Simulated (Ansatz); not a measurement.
# The perfect armchair graphene nanoribbon (N = 11, H edges), part 3 of 3

Aim: is the armchair graphene nanoribbon (N = 11, H edges) a metal or a semiconductor?

Ansatz 0.2.0; DFT PBE, plane waves, PAW; relaxation of a wire's period (the session's first sound run).

So far, band gap (eV): step 3 (the wire at its relaxed period) 0.182; step 4 (relaxing the atoms, period over the relaxed period 0.96, k-mesh …) 0.661; step 5 (relaxing the atoms, period over the relaxed period 0.98, k-mesh …) 0.425.

### Step 6. Strain along the wire, period over the relaxed period 1.02, k-mesh 1×1×14

Level of this step: DFT PBE, plane waves, PAW; relaxation at a fixed period (Ansatz).

The period is set to 1.02 times the relaxed one and the atoms relax within it: strain changes bond lengths and angles, which shifts the bands against each other. Against the first PBE run of this kind, the mesh along the wire has 14 points against 19.

The cell differs from the one that the last finished run ended in (c 4.204 → 4.375 Å).

The input, input.yaml:

```yaml
crystal:
  lattice:
    - [21.151, 0.0, 0.0]
    - [0.0, 7.0, 0.0]
    - [0.0, 0.0, 4.3751442202]
  atoms:
    - { symbol: C, position: [0.209834872, 0.5, 0.006980611] }
    - { symbol: C, position: [0.325012829, 0.5, 0.999875347] }
    - { symbol: C, position: [0.441730481, 0.5, 0.000103649] }
    - { symbol: C, position: [0.558269519, 0.5, 0.000103649] }
    - { symbol: C, position: [0.674987171, 0.5, 0.999875347] }
    - { symbol: C, position: [0.790165128, 0.5, 0.006980611] }
    - { symbol: C, position: [0.209834872, 0.5, 0.326352723] }
    - { symbol: C, position: [0.325012829, 0.5, 0.333457987] }
    - { symbol: C, position: [0.441730481, 0.5, 0.333229684] }
    - { symbol: C, position: [0.558269519, 0.5, 0.333229684] }
    - { symbol: C, position: [0.674987171, 0.5, 0.333457987] }
    - { symbol: C, position: [0.790165128, 0.5, 0.326352723] }
    - { symbol: H, position: [0.164532402, 0.5, 0.446243665] }
    - { symbol: H, position: [0.835467598, 0.5, 0.446243665] }
    - { symbol: C, position: [0.266811897, 0.5, 0.49914483] }
    - { symbol: C, position: [0.383502154, 0.5, 0.500667738] }
    - { symbol: C, position: [0.5, 0.5, 0.500063095] }
    - { symbol: C, position: [0.616497846, 0.5, 0.500667738] }
    - { symbol: C, position: [0.733188103, 0.5, 0.49914483] }
    - { symbol: C, position: [0.266811897, 0.5, 0.834188503] }
    - { symbol: C, position: [0.383502154, 0.5, 0.832665596] }
    - { symbol: C, position: [0.5, 0.5, 0.833270239] }
    - { symbol: C, position: [0.616497846, 0.5, 0.832665596] }
    - { symbol: C, position: [0.733188103, 0.5, 0.834188503] }
    - { symbol: H, position: [0.164532402, 0.5, 0.887089669] }
    - { symbol: H, position: [0.835467598, 0.5, 0.887089669] }
kpoints:
  mp_grid: { grid: [1, 1, 14] }
  band_path: { path: ["Γ", Z], npoints: 90 }
scf:
  occupations: { method: fermi_dirac, width: 0.05 }
hamiltonian:
  xc: pbe
relax:
  max_steps: 40
  f_tol: 0.02
output:
  stress: true
```

The run is started by

```sh
> ansatz run input.yaml --threads 4 --pin off --max-ram 16384MiB --backend cpu --events-out ev --progress --plain --runs-dir out
```

Numbers of over 12 decimals in the logs are rounded to 6 here.

The program printed:

```text
[...]
Crystal: 26 atoms, lattice volume = 647.771 Å³
Basis set: ecut = 420 eV, 12683 PW (Γ), exchange–correlation on 288×96×60 points (8 copies of the dense FFT grid, shifted against one another)
Bands: 72, of which v1, the nominal top of the filled ones, is band 46 counted from 1 (45 counted from 0)
Symmetry: 8 space group operations
[...]
- { symbol: H, position: [0.165599, 0.5, 0.440092] }
    - { symbol: H, position: [0.834401, 0.5, 0.440092] }
[...]
- { symbol: C, position: [0.384012, 0.5, 0.832532] }
    - { symbol: C, position: [0.5, 0.5, 0.832615] }
    - { symbol: C, position: [0.615988, 0.5, 0.832532] }
    - { symbol: C, position: [0.732407, 0.5, 0.834139] }
    - { symbol: H, position: [0.165599, 0.5, 0.893241] }
    - { symbol: H, position: [0.834401, 0.5, 0.893241] }
[key lines of the parts left out:]
SCF converged after 5 iterations
Free energy (F): -5583.687519 eV
Fermi energy:    -0.572966 eV
P = ⅓ Tr σ = -1.7408 GPa (-17.408 kbar)
```

Elapsed: 55 s, on 4 threads of Intel Xeon Platinum 8259CL at 2.50GHz (Skylake/Cascade Lake), shared host; peak memory 2.6 GiB.

Step by step:

```tsv
step	energy less that of the first step (eV)	largest force component (eV/Å)
1	0.0000	0.4958
2	-0.0264	0.1165
3	-0.0290	0.0304
4	-0.0291	0.0092
```

Forces are held to the 8 operations that the run works with; a distortion that breaks them can't arise in this run.

The atoms that moved most (Å):

```tsv
atom	dx	dy	dz	length
H13	0.023	0.000	-0.027	0.035
H14	-0.023	0.000	-0.027	0.035
H25	0.023	0.000	0.027	0.035
H26	-0.023	0.000	0.027	0.035
C7	0.029	0.000	-0.007	0.030
C12	-0.029	0.000	-0.007	0.030
C1	0.029	0.000	0.007	0.030
C6	-0.029	0.000	0.007	0.030
```

Final coordinates:

```xyz
26
Lattice="21.1510 0.0000 0.0000 0.0000 7.0000 0.0000 0.0000 0.0000 4.3751" Properties=species:S:1:pos:R:3
C     4.4675    3.5000    0.0375
C     6.8880    3.5000    4.3772
C     9.3462    3.5000    0.0005
C    11.8048    3.5000    0.0005
C    14.2630    3.5000    4.3772
C    16.6835    3.5000    0.0375
C     4.4675    3.5000    1.4209
C     6.8880    3.5000    1.4563
C     9.3462    3.5000    1.4579
C    11.8048    3.5000    1.4579
C    14.2630    3.5000    1.4563
C    16.6835    3.5000    1.4209
H     3.5026    3.5000    1.9255
H    17.6484    3.5000    1.9255
C     5.6599    3.5000    2.1840
C     8.1222    3.5000    2.1911
C    10.5755    3.5000    2.1907
C    13.0288    3.5000    2.1911
C    15.4911    3.5000    2.1840
C     5.6599    3.5000    3.6495
C     8.1222    3.5000    3.6424
C    10.5755    3.5000    3.6428
C    13.0288    3.5000    3.6424
C    15.4911    3.5000    3.6495
H     3.5026    3.5000    3.9081
H    17.6484    3.5000    3.9081
```

The gap is 0.0962 eV, against 0.182 eV under PBE at the relaxed period.

### Step 7. At a strained period, period over the relaxed period 1.04, k-mesh 1×1×14

The period is set to 1.04 times the relaxed one and the atoms relax within it: strain changes bond lengths and angles, which shifts the bands against each other. Against the first PBE run of this kind, the mesh along the wire has 14 points against 19.

The cell differs from the one that the last finished run ended in (c 4.375 → 4.461 Å).

input.yaml, as its differences from that of step 6:

```diff
@@ -4,3 +4,3 @@
     - [0.0, 7.0, 0.0]
-    - [0.0, 0.0, 4.3751442202]
+    - [0.0, 0.0, 4.4609313618]
   atoms:
```

The program printed:

```text
[...]
Crystal: 26 atoms, lattice volume = 660.472 Å³
Basis set: ecut = 420 eV, 12911 PW (Γ), exchange–correlation on 288×96×60 points (8 copies of the dense FFT grid, shifted against one another)
Bands: 72, of which v1, the nominal top of the filled ones, is band 46 counted from 1 (45 counted from 0)
Symmetry: 8 space group operations
[...]
- { symbol: H, position: [0.166398, 0.5, 0.433643] }
    - { symbol: H, position: [0.833602, 0.5, 0.433643] }
[...]
- { symbol: C, position: [0.384403, 0.5, 0.832548] }
    - { symbol: C, position: [0.5, 0.5, 0.832147] }
    - { symbol: C, position: [0.615597, 0.5, 0.832548] }
    - { symbol: C, position: [0.731788, 0.5, 0.834206] }
    - { symbol: H, position: [0.166398, 0.5, 0.899690] }
    - { symbol: H, position: [0.833602, 0.5, 0.899690] }
[key lines of the parts left out:]
SCF converged after 6 iterations
Free energy (F): -5583.068883 eV
Fermi energy:    -0.685792 eV
P = ⅓ Tr σ = -3.3730 GPa (-33.730 kbar)
```

Wall time 57 s (4 threads); peak memory 2.6 GiB; 3.7 min of CPU time.

The steps of the relaxation:

```tsv
step	energy less that of the first step (eV)	largest force component (eV/Å)
1	0.0000	0.8679
2	-0.0962	0.2338
3	-0.1052	0.0479
4	-0.1054	0.0128
```

Forces are held to the 8 operations that the run works with; a distortion that breaks them can't arise in this run.

The atoms that moved most (Å):

```tsv
atom	dx	dy	dz	length
H14	-0.039	0.000	-0.056	0.069
H13	0.039	0.000	-0.056	0.069
H26	-0.039	0.000	0.056	0.069
H25	0.039	0.000	0.056	0.069
C12	-0.053	0.000	-0.015	0.055
C7	0.053	0.000	-0.015	0.055
C6	-0.053	0.000	0.015	0.055
C1	0.053	0.000	0.015	0.055
```

Final coordinates:

```xyz
26
Lattice="21.1510 0.0000 0.0000 0.0000 7.0000 0.0000 0.0000 0.0000 4.4609" Properties=species:S:1:pos:R:3
C     4.4917    3.5000    0.0459
C     6.8988    3.5000    4.4646
C     9.3490    3.5000   -0.0002
C    11.8020    3.5000   -0.0002
C    14.2522    3.5000    4.4646
C    16.6593    3.5000    0.0459
C     4.4917    3.5000    1.4411
C     6.8988    3.5000    1.4833
C     9.3490    3.5000    1.4872
C    11.8020    3.5000    1.4872
C    14.2522    3.5000    1.4833
C    16.6593    3.5000    1.4411
H     3.5195    3.5000    1.9345
H    17.6315    3.5000    1.9345
C     5.6729    3.5000    2.2266
C     8.1305    3.5000    2.2340
C    10.5755    3.5000    2.2358
C    13.0205    3.5000    2.2340
C    15.4781    3.5000    2.2266
C     5.6729    3.5000    3.7213
C     8.1305    3.5000    3.7139
C    10.5755    3.5000    3.7121
C    13.0205    3.5000    3.7139
C    15.4781    3.5000    3.7213
H     3.5195    3.5000    4.0135
H    17.6315    3.5000    4.0135
```

Electronic bands along the path, in eV, zero at the Fermi level; v1 is the highest filled band, c1 the lowest empty one:

```tsv
point	v4	v3	v2	v1	c1	c2	c3	c4
Γ	-1.98	-1.22	-1.10	-0.17	0.17	1.04	1.21	1.50
halfway	-2.68	-2.34	-1.90	-1.59	1.49	1.88	2.28	2.69
Z	-3.44	-2.74	-2.50	-2.14	1.81	2.28	2.53	3.56
```

The gap is 0.346 eV, against 0.182 eV under PBE at the relaxed period.

### Step 8. Strain along the wire, period over the relaxed period 1.06, k-mesh 1×1×14

The period is set to 1.06 times the relaxed one and the atoms relax within it: strain changes bond lengths and angles, which shifts the bands against each other. Against the first PBE run of this kind, the mesh along the wire has 14 points against 19.

The cell differs from the one that the last finished run ended in (c 4.461 → 4.547 Å).

input.yaml, as its differences from that of step 7:

```diff
@@ -4,3 +4,3 @@
     - [0.0, 7.0, 0.0]
-    - [0.0, 0.0, 4.4609313618]
+    - [0.0, 0.0, 4.5467185034]
   atoms:
```

The program printed:

```text
[...]
Crystal: 26 atoms, lattice volume = 673.174 Å³
Basis set: ecut = 420 eV, 13127 PW (Γ), exchange–correlation on 288×96×64 points (8 copies of the dense FFT grid, shifted against one another)
Bands: 72, of which v1, the nominal top of the filled ones, is band 46 counted from 1 (45 counted from 0)
Symmetry: 8 space group operations
[...]
- { symbol: H, position: [0.167052, 0.5, 0.427457] }
    - { symbol: H, position: [0.832948, 0.5, 0.427457] }
[...]
- { symbol: C, position: [0.384681, 0.5, 0.832635] }
    - { symbol: C, position: [0.500000, 0.5, 0.832050] }
    - { symbol: C, position: [0.615319, 0.5, 0.832635] }
    - { symbol: C, position: [0.731322, 0.5, 0.834431] }
    - { symbol: H, position: [0.167052, 0.5, 0.905876] }
    - { symbol: H, position: [0.832948, 0.5, 0.905876] }
[key lines of the parts left out:]
SCF converged after 5 iterations
Free energy (F): -5582.080306 eV
Fermi energy:    -0.794361 eV
P = ⅓ Tr σ = -4.8371 GPa (-48.371 kbar)
```

Elapsed: 63 s, on 4 threads; peak memory 2.7 GiB.

Electronic bands along the path, in eV, zero at the Fermi level; v1 is the highest filled band, c1 the lowest empty one:

```tsv
point	v4	v3	v2	v1	c1	c2	c3	c4
Γ	-2.09	-1.33	-0.97	-0.28	0.28	1.11	1.11	1.53
halfway	-2.67	-2.22	-1.85	-1.49	1.46	1.86	2.25	2.66
Z	-3.33	-2.65	-2.38	-2.02	1.80	2.25	2.56	3.51
```

The gap is 0.569 eV, against 0.182 eV under PBE at the relaxed period.

### Step 9. Side by side

Times are for 4 threads of Intel Xeon Platinum 8259CL at 2.50GHz (Skylake/Cascade Lake), shared host. The runs compared:

```tsv
no.	period over the relaxed period	k-mesh	free energy less the lowest (eV)	pressure (GPa)	band gap (eV)	time	memory (GiB)
1	0.96	1×1×15	0.7615	4.311	0.6612	53 s	2.5
2	0.98	1×1×15	0.01785	2.066	0.4250	54 s	2.5
3	1.02	1×1×14	0	-1.741	0.09620	55 s	2.6
4	1.04	1×1×14	0.6186	-3.373	0.3461	57 s	2.6
5	1.06	1×1×14	1.607	-4.837	0.5687	63 s	2.7
```

### Step 10. Summary of results

| Property | Result |
| --- | --- |
| cell length, PBE | 4.289 Å |
| gap, PBE | 0.182 eV |
| gap, period scaled by 0.96 | 0.661 eV |
| gap, period scaled by 0.98 | 0.425 eV |
| gap, period scaled by 1.02 | 0.0962 eV |
| gap, period scaled by 1.04 | 0.346 eV |
| gap, period scaled by 1.06 | 0.569 eV |

In words: Under PBE the cell's length is 4.29 Å, and a gap of 0.18 eV makes it a semiconductor. Strain matters: under PBE the gap goes from 0.18 eV to 0.661 eV at 0.96 times the period, 0.425 eV at 0.98 times the period, 0.0962 eV at 1.02 times the period, 0.346 eV at 1.04 times the period and 0.569 eV at 1.06 times the period. Where the gap is under about 0.35 eV, the smearing of 0.05 eV partly fills the band edges in the SCF.

[Logs are printed without paths, hosts, clocks, repeated set-up lines and the standing remarks that a program may print on its own settings, such as how far it seeks lower states.]

[Hosts, paths, dates, database ids (printed as entryN), source tags and the programs' standing remarks are cut or masked in the printed files.]
